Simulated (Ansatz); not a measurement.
**Ionic part of the dielectric constant of BP at 6 GPa, mode by mode**

Computed with DFT PBE, scalar-relativistic, plane waves, PAW in Ansatz. Plane waves to 420 eV; Γ-centred k mesh 10×10×10; fixed occupations. No spin polarisation. Phonons by linear response, acoustic sum rule imposed.

The structure is cubic, space group F-43m (No. 216). Conventional cell: a = 4.496 Å, b = 4.496 Å, c = 4.496 Å, α = 90.00°, β = 90.00°, γ = 90.00°. B (site symmetry -43m) is surrounded by 4 P at 1.95 Å. P (site symmetry -43m) is surrounded by 4 B at 1.95 Å.

The primitive cell has V = 22.72 Å³ and ε∞,xx = 9.144. Each polar mode adds Δε = (4.92064×10⁷/V)·S/ν² along x, with S its oscillator strength in e²/amu, ν in cm⁻¹ and V in Å³.

Question: From these modes, find each Δε and ε0,xx.
```csv
ν (cm⁻¹),S_xx (e²/amu)
827.8,0.0457
```

Answer:
```json
{"ν (cm⁻¹)": "827.8", "Δε": "0.14"}
```

The sum is 0.144, so ε0,xx = 9.29; the run's tensor has 9.29.

Question: Where do the longitudinal modes lie for a wave vector along x?

Answer: At 834 cm⁻¹. The Lyddane–Sachs–Teller product Π(ν_LO/ν_TO)² = 1.02 matches ε0/ε∞ = 1.02.

Cost: 1 run of about 0.22 core-minutes, on Intel Xeon 6975P-C (Granite Rapids) (shared hosts).

The static dielectric response of BP at this pressure is almost entirely electronic: the lattice adds only 0.14 to an ε∞ of 9.144. Boron and phosphorus have similar electronegativities and share electrons in strongly covalent sp³ bonds, so displacing the sublattices against each other creates little dipole. The same bonds are stiff, which limits that displacement in a static field. The light boron atom helps raise the mode to 827.8 cm⁻¹, but it isn't a separate cause of the small ionic term, because the reduced mass cancels between oscillator strength and squared frequency. What remains is the squared dynamical charge over the force constant.

The weak polarity also explains why the longitudinal mode, at 834 cm⁻¹, lies so close to the transverse one, and it suggests weak Fröhlich coupling of carriers to optical phonons. The electronic part is probably somewhat too large, since PBE tends to underestimate the gap. As the oscillator strength depends on the square of the dynamical charge, it can't show which atom carries the positive one.
